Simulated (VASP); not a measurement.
# GaN (P6_3mc) in VASP: further runs

The runs below take GaN through relaxation of cell and atoms, with PBE+D4, PBE+rVV10, PBE+TS, PBE+MBD, PBEsol+D3.

Program: VASP 6.6.1. These are calculated values, not measurements. Logs are shortened: lines on timing, memory, paths and dates and some standing lists are left out, and cuts for length are marked.

**1. The crystal as given**

Symmetry: P6_3mc, No. 186, hexagonal system. The conventional cell has a = 3.180 Å, b = 3.180 Å, c = 5.166 Å, α = 90.00°, β = 90.00°, γ = 120.00°. Ga (site symmetry 3m) is surrounded by 4 N at 1.94 to 1.95 Å. Around N (site symmetry 3m) lie 4 Ga at 1.94 to 1.95 Å.

**2. Relaxation of cell and atoms, PBE+D4**

INCAR reads:

```
PREC = Accurate
ENCUT = 600
EDIFF = 1E-7
ISMEAR = -1
SIGMA = 0.05
LREAL = False
LASPH = True
NELM = 80
ALGO = Normal
ISIF = 3
LWAVE = False
LCHARG = False
GGA = PE
IVDW = 13
IBRION = 2
NSW = 40
EDIFFG = -0.01
```

KPOINTS reads:

```
regular mesh
0
Gamma
  10 10 5
```

POSCAR reads:

```
GaN
1.0
    3.1800000000      0.0000000000      0.0000000000
   -1.5900000000      2.7539607840      0.0000000000
    0.0000000000      0.0000000000      5.1660000000
Ga N
2 2
Direct
    0.6666666667      0.3333333333      0.5000000000
    0.3333333333      0.6666666667      0.0000000000
    0.6666666667      0.3333333333      0.8750000000
    0.3333333333      0.6666666667      0.3750000000
```

Potentials or basis: VASP PAW PBE potentials, release 64 (Ga_d, N).

On the command line:

```console
$ cat potpaw_PBE.64/Ga_d/POTCAR potpaw_PBE.64/N/POTCAR > POTCAR
$ mpirun -np 1 vasp_std > vasp.out
```

OUTCAR:

```text
PREC = Accurate
   ENCUT = 600
   EDIFF = 1E-7
   ISMEAR = -1
   LREAL = False
   LASPH = True
   NELM = 80
   ISIF = 3
   GGA = PE
   IVDW = 13
   IBRION = 2
   NSW = 40
   EDIFFG = -0.01

 ion  position               nearest neighbor table
   1  0.667  0.333  0.500-   3 1.94   4 1.95   4 1.95   4 1.95
   2  0.333  0.667  0.000-   4 1.94   3 1.95   3 1.95   3 1.95
   3  0.667  0.333  0.875-   1 1.94   2 1.95   2 1.95   2 1.95
   4  0.333  0.667  0.375-   2 1.94   1 1.95   1 1.95   1 1.95

  LATTYP: Found a hexagonal cell.
 ALAT       =     3.1800000000
 C/A-ratio  =     1.6245283019

  Lattice vectors:

 A1 = (   3.1800000000,   0.0000000000,   0.0000000000)
 A2 = (  -1.5900000000,   2.7539607840,   0.0000000000)
 A3 = (   0.0000000000,   0.0000000000,   5.1660000000)

Analysis of symmetry for initial positions (statically):
=====================================================================
 Subroutine PRICEL returns:
 Original cell was already a primitive cell.

 Routine SETGRP: Setting up the symmetry group for a
 hexagonal supercell.

 Subroutine GETGRP returns: Found 12 space group operations
 (whereof  6 operations were pure point group operations)
 out of a pool of 24 trial point group operations.

The static configuration has the point symmetry C_3v.
 The point group associated with its full space group is C_6v.

Analysis of symmetry for dynamics (positions and initial velocities):
=====================================================================
 Subroutine PRICEL returns:
 Original cell was already a primitive cell.

 Routine SETGRP: Setting up the symmetry group for a
 hexagonal supercell.

 Subroutine GETGRP returns: Found 12 space group operations
 (whereof  6 operations were pure point group operations)
 out of a pool of 24 trial point group operations.

The dynamic configuration has the point symmetry C_3v.
 The point group associated with its full space group is C_6v.

 Subroutine INISYM returns: Found 12 space group operations
 (whereof  6 operations are pure point group operations),
 and found     1 'primitive' translations

----------------------------------------------------------------------------------------

                                     Primitive cell

  volume of cell :      45.2417

  direct lattice vectors                    reciprocal lattice vectors
     3.180000000  0.000000000  0.000000000     0.314465409  0.181556688  0.000000000
    -1.590000000  2.753960784  0.000000000     0.000000000  0.363113377  0.000000000
     0.000000000  0.000000000  5.166000000     0.000000000  0.000000000  0.193573364

  length of vectors
     3.180000000  3.180000000  5.166000000     0.363113377  0.363113377  0.193573364

  position of ions in fractional coordinates (direct lattice)
     0.666666667  0.333333333  0.500000000
     0.333333333  0.666666667  0.000000000
     0.666666667  0.333333333  0.875000000
     0.333333333  0.666666667  0.375000000

  ion indices of the primitive-cell ions
   primitive index   ion index
                 1           1
                 2           2
                 3           3
                 4           4

----------------------------------------------------------------------------------------

 KPOINTS: regular mesh

Automatic generation of k-mesh.
 Grid dimensions read from file:
 generate k-points for:   10   10    5

 Generating k-lattice:

  Cartesian coordinates                     Fractional coordinates (reciprocal lattice)
     0.031446541  0.018155669  0.000000000     0.100000000 -0.000000000  0.000000000
     0.000000000  0.036311338  0.000000000     0.000000000  0.100000000  0.000000000
     0.000000000  0.000000000  0.038714673     0.000000000  0.000000000  0.200000000

  Length of vectors
     0.036311338  0.036311338  0.038714673

  Shift w.r.t. Gamma in fractional coordinates (k-lattice)
     0.000000000  0.000000000  0.000000000

 Subroutine IBZKPT returns following result:
 ===========================================

 Found     42 irreducible k-points:

 Following reciprocal coordinates:
            Coordinates               Weight
  0.000000  0.000000  0.000000      1.000000
  0.100000  0.000000  0.000000      6.000000
  0.200000  0.000000  0.000000      6.000000
  0.300000  0.000000  0.000000      6.000000
  0.400000 -0.000000  0.000000      6.000000
  0.500000  0.000000  0.000000      3.000000
[... 16 lines left out ...]
  0.300000  0.100000  0.200000     24.000000
  0.400000  0.100000  0.200000     24.000000
 [... further k-points ...]
   k-points           NKPTS =     42   k-points in BZ     NKDIM =     42   number of bands    NBANDS=     22
   number of dos      NEDOS =    301   number of ions     NIONS =      4
   total plane-waves  NPLWV =  32928
   dimension x,y,z NGX =    28 NGY =   28 NGZ =   42
   dimension x,y,z NGXF=    56 NGYF=   56 NGZF=   84
   ions per type =               2   2
   NGX,Y,Z   is equivalent  to a cutoff of  14.64, 14.64, 13.52 a.u.
   NGXF,Y,Z  is equivalent  to a cutoff of  29.28, 29.28, 27.03 a.u.
 SYSTEM =  unknown system
   PREC   = accura    normal or accurate (medium, high low for compatibility)
   ISTART =      0    job   : 0-new  1-cont  2-samecut
   ICHARG =      2    charge: 1-file 2-atom 10-const
   ISPIN  =      1    spin polarized calculation?
   LNONCOLLINEAR =      F non collinear calculations
   LSORBIT =      F    spin-orbit coupling
   LASPH  =      T    aspherical Exc in radial PAW
   ENCUT  =  600.0 eV  44.10 Ry    6.64 a.u.   6.35  6.35 10.32*2*pi/ulx,y,z
   NELM   =     80;   NELMIN=  2; NELMDL= -5     # of ELM steps
   EDIFF  = 0.1E-06   stopping-criterion for ELM
   LREAL  =      F    real-space projection
   EDIFFG = -.1E-01   stopping-criterion for IOM
   NSW    =     40    number of steps for IOM
   IBRION =      2    ionic relax: 0-MD 1-quasi-New 2-CG
   NFREE  =      1    steps in history (QN), initial steepest desc. (CG)
   ISIF   =      3    stress and relaxation
   ISYM   =      2    0-nonsym 1-usesym 2-fastsym
   POTIM  = 0.5000    time-step for ionic-motion
   TEBEG  =    0.0;   TEEND  =   0.0 temperature during run
   PSTRESS=    0.0 pullay stress
   NELECT =      36.0000    total number of electrons
   NUPDOWN=      -1.0000    fix difference up-down
   EMIN   =  10.00;   EMAX   =-10.00  energy-range for DOS
   EFERMI =   0.00;   METHOD = LEGACY
   ISMEAR =    -1;   SIGMA  =   0.05  broadening in eV -4-tet -1-fermi 0-gaus
   EFERMI_NEDOS =   21; number of points for ismear=-14 and -15
   IALGO  =     38    algorithm
   IMIX   =      4    mixing-type and parameters
     AMIX     =   0.40;   BMIX     =  1.00
     AMIX_MAG =   1.60;   BMIX_MAG =  1.00
  volume/ion in A,a.u.               =      11.31        76.33
  Fermi-wavevector in a.u.,A,eV,Ry     =   1.517036  2.866782 31.312427  2.301398
  Thomas-Fermi vector in A             =   2.626345
   LORBIT       =      0    0 simple, 1 ext, 2 COOP (PROOUT), +10 PAW based schemes
   GGA     = PE    functional components
   LHFCALC =     F    Hartree Fock is set to
   AEXX    =    0.0000 exact exchange contribution
   IVDW    =    13    specifies the selected vdW correction
   LEPSILON=     F    determine dielectric tensor
   LRPA    =     F    only Hartree local field effects (RPA)
 conjugate gradient relaxation of ions
 non-spin polarized calculation
  energy-cutoff  :      600.00
  volume of cell :       45.24
 maximum number of plane-waves:      1524
 NGX is ok and might be reduce to    28
   NGX = 13   NGY = 13   NGZ = 21

--------------------------------------- Ionic step        1  -------------------------------------------

 number of electron      35.9999995 magnetization

 Free energy of the ion-electron system (eV)
  ---------------------------------------------------
  ext. energy  EPLUGINS =         0.00000000
  ---------------------------------------------------
  free energy    TOTEN  =       -24.28799422 eV

  energy without entropy =      -24.28799422  energy(sigma->0) =      -24.28799422

------------------------ aborting loop because EDIFF is reached ----------------------------------------

  DFT-D4 for vdW energy calculation

  Edisp (eV):   -1.61896

  FORCE on cell =-STRESS in cart. coord.  units (eV):
  Direction    XX          YY          ZZ          XY          YZ          ZX
  --------------------------------------------------------------------------------------
  -------------------------------------------------------------------------------------
  Total       0.17750     0.17750     0.79696     0.00000     0.00000    -0.00000
  in kB       6.28610     6.28610    28.22324     0.00000     0.00000    -0.00000
  external pressure =       13.60 kB  Pullay stress =        0.00 kB

 VOLUME and BASIS-vectors are now :
 -----------------------------------------------------------------------------
  energy-cutoff  :      600.00
  volume of cell :       45.24
      direct lattice vectors                 reciprocal lattice vectors
     3.180000000  0.000000000  0.000000000     0.314465409  0.181556688  0.000000000
    -1.590000000  2.753960784  0.000000000     0.000000000  0.363113377  0.000000000
     0.000000000  0.000000000  5.166000000     0.000000000  0.000000000  0.193573364
[... 43 lines left out ...]
 POSITION                                       TOTAL-FORCE (eV/Angst)
 -----------------------------------------------------------------------------------
      1.59340      0.91995      2.60129         0.000000      0.000000      0.093142
     -0.00000      1.83990      5.20912         0.000000      0.000000      0.093142
      1.59340      0.91995      4.57024        -0.000000     -0.000000     -0.093142
     -0.00000      1.83990      1.96241        -0.000000     -0.000000     -0.093142
 -----------------------------------------------------------------------------------
    total drift:                               -0.000000     -0.000000      0.000168

  FREE ENERGIE OF THE ION-ELECTRON SYSTEM (eV)
  ---------------------------------------------------
  free  energy   TOTEN  =       -25.9076044704 eV

  energy  without entropy=      -25.9076044703  energy(sigma->0) =      -25.90760447

--------------------------------------- Ionic step        3  -------------------------------------------

 number of electron      35.9999996 magnetization

 Free energy of the ion-electron system (eV)
  ---------------------------------------------------
  ext. energy  EPLUGINS =         0.00000000
  ---------------------------------------------------
  free energy    TOTEN  =       -24.30288954 eV

  energy without entropy =      -24.30288954  energy(sigma->0) =      -24.30288954

 E-fermi :   6.2982     XC(G=0): -11.6836

 val. band max:        5.3504911990   @ k =   0.0000   0.0000   0.0000
 cond. band min:       7.2730274312   @ k =   0.0000   0.0000   0.0000
 fundamental gap:      1.9225362322
 Fermi energy:         6.2981638789

 k-point     1 :       0.0000    0.0000    0.0000
  band No.  band energies     occupation
      1     -10.6550      2.00000
      2      -9.7261      2.00000
      3      -8.0949      2.00000
      4      -8.0786      2.00000
      5      -8.0786      2.00000
      6      -8.0169      2.00000
[... 14 lines left out ...]
     21      14.5446      0.00000
     22      15.2672      0.00000
[... 552 lines left out ...]
  band No.  band energies     occupation
      1      -9.6973      2.00000
      2      -9.5571      2.00000
      3      -8.0281      2.00000
      4      -7.9945      2.00000
      5      -7.9249      2.00000
      6      -7.8666      2.00000
[... 14 lines left out ...]
     21      12.5478      0.00000
     22      13.4023      0.00000

 [... further k-points ...]

------------------------ aborting loop because EDIFF is reached ----------------------------------------

  DFT-D4 for vdW energy calculation

  Edisp (eV):   -1.60712

  FORCE on cell =-STRESS in cart. coord.  units (eV):
  Direction    XX          YY          ZZ          XY          YZ          ZX
  --------------------------------------------------------------------------------------
  -------------------------------------------------------------------------------------
  Total       0.00711     0.00711    -0.03325     0.00000     0.00000    -0.00000
  in kB       0.24993     0.24993    -1.16892     0.00000     0.00000    -0.00000
  external pressure =       -0.22 kB  Pullay stress =        0.00 kB

 VOLUME and BASIS-vectors are now :
 -----------------------------------------------------------------------------
  energy-cutoff  :      600.00
  volume of cell :       45.57
      direct lattice vectors                 reciprocal lattice vectors
     3.183550621  0.000000000 -0.000000000     0.314114685  0.181354198 -0.000000000
    -1.591775310  2.757035712  0.000000000    -0.000000000  0.362708396 -0.000000000
     0.000000000  0.000000000  5.191897442     0.000000000 -0.000000000  0.192607811

 POSITION                                       TOTAL-FORCE (eV/Angst)
 -----------------------------------------------------------------------------------
      1.59178      0.91901      2.59252        -0.000000     -0.000000     -0.008613
     -0.00000      1.83802      5.18847        -0.000000     -0.000000     -0.008613
      1.59178      0.91901      4.54633         0.000000      0.000000      0.008613
     -0.00000      1.83802      1.95039         0.000000      0.000000      0.008613
 -----------------------------------------------------------------------------------
    total drift:                               -0.000000     -0.000000     -0.000564

  FREE ENERGIE OF THE ION-ELECTRON SYSTEM (eV)
  ---------------------------------------------------
  free  energy   TOTEN  =       -25.9100100542 eV

  energy  without entropy=      -25.9100100541  energy(sigma->0) =      -25.91001005

 reached required accuracy - stopping structural energy minimisation
```

Run time: 2.2 min. Hardware: 1 thread of Intel Xeon Platinum 8488C (Sapphire Rapids), shared host; peak memory 0.21 GiB.

Results:

```yaml
Free_energy: -25.9100 eV
Relaxed_volume: 11.39 Å³/atom
Relaxed_cell: a = 3.184 Å, b = 3.184 Å, c = 5.192 Å, α = 90.00°, β = 90.00°, γ = 120.00°
Space_group_after_relaxing_to_0.05_Å: P6_3mc (No. 186)
Energy_gained_by_relaxing: 0.8 meV/atom
Ionic_steps: 3
Pressure_after_relaxing: 0.0 GPa
Largest_force_after_relaxing: 0.009 eV/Å
Band_gap_on_the_k_mesh: 1.92 eV, direct
Dispersion_energy_per_atom: -0.402 eV
```

Forces in eV/Å, atoms in the order of the input:
```
Ga   0.000  0.000 -0.009
Ga   0.000  0.000 -0.009
N    0.000  0.000  0.009
N    0.000  0.000  0.009
```

Step by step:
```
step  energy change (eV)  largest force (eV/Å)  pressure (GPa)  volume (Å³)
   1              0.0000                0.1342            1.36        45.24
   2             -0.0007                0.0931           -1.13        45.87
   3             -0.0031                0.0086           -0.02        45.57
```

Final structure:
```
Ga N
1.0
     3.18355    0.00000    0.00000
    -1.59178    2.75704    0.00000
     0.00000    0.00000    5.19190
Ga N
2 2
Cartesian
  1.5918 0.9190 2.5925
  0.0000 1.8380 5.1885
  1.5918 0.9190 4.5463
  0.0000 1.8380 1.9504
```

Zero-point motion and thermal expansion aren't in these numbers.

**3. Relaxation of cell and atoms, PBE+rVV10**

INCAR reads:

```
PREC = Accurate
ENCUT = 600
EDIFF = 1E-7
ISMEAR = -1
SIGMA = 0.05
LREAL = F
LASPH = T
NELM = 100
ALGO = Normal
ISIF = 3
LWAVE = F
LCHARG = F
GGA = PE
LUSE_VDW = T
IVDW_NL = 2
BPARAM = 10.0
CPARAM = 0.0093
IBRION = 2
NSW = 60
EDIFFG = -0.01
```

KPOINTS is that of step 2.

POSCAR is that of step 2.

Potentials or basis: VASP PAW PBE potentials, release 64 (Ga_d, N).

On the command line:

```console
$ cat potpaw_PBE.64/Ga_d/POTCAR potpaw_PBE.64/N/POTCAR > POTCAR
$ mpirun -np 1 vasp_std > vasp.out
```

It took 4.8 min on 1 thread of Intel Xeon Platinum 8488C (Sapphire Rapids), shared host; peak memory 0.33 GiB.

It converged, with:

| Quantity | Value |
| --- | --- |
| Free energy | -23.0399 eV |
| Relaxed volume | 11.65 Å³/atom |
| Relaxed cell | a = 3.207 Å, b = 3.207 Å, c = 5.230 Å, α = 90.00°, β = 90.00°, γ = 120.00° |
| Space group after relaxing (to 0.05 Å) | P6_3mc (No. 186) |
| Energy gained by relaxing | 5.9 meV/atom |
| Ionic steps | 3 |
| Pressure after relaxing | 0.0 GPa |
| Largest force after relaxing | 0.008 eV/Å |
| Band gap on the k mesh | 1.73 eV, direct |

Forces in eV/Å, atoms in the order of the input:
```
Ga   0.000  0.000 -0.008
Ga   0.000  0.000 -0.008
N    0.000  0.000  0.008
N    0.000  0.000  0.008
```

Stress tensor (GPa, compression positive):
```
 0.03  0.00  0.00
 0.00  0.03  0.00
 0.00  0.00 -0.11
```

Step by step:
| step | energy change (eV) | largest force (eV/Å) | pressure (GPa) | volume (Å³) |
| --- | --- | --- | --- | --- |
| 1 | 0.0000 | 0.1327 | 5.44 | 45.24 |
| 2 | -0.0059 | 0.0733 | -4.27 | 47.80 |
| 3 | -0.0237 | 0.0081 | -0.02 | 46.58 |

Final structure:
```
CELL_PARAMETERS angstrom
3.20685 0.00000 0.00000
-1.60342 2.77721 0.00000
0.00000 0.00000 5.23031
ATOMIC_POSITIONS crystal
Ga 0.66667 0.33333 0.49933
Ga 0.33333 0.66667 0.99933
N 0.66667 0.33333 0.87567
N 0.33333 0.66667 0.37567
```

Levels at points of the mesh, in eV from the valence-band top:
```csv
k point,band 15,band 16,band 17,band 18,band 19,band 20,band 21,band 22
"(0.00, 0.00, 0.00)",-1.01,-0.05,0.00,0.00,1.73,4.11,9.01,9.77
"(0.50, 0.00, 0.00)",-4.13,-2.68,-2.17,-0.98,4.96,5.40,5.93,8.39
```

(Continued in part 2 of 3.)
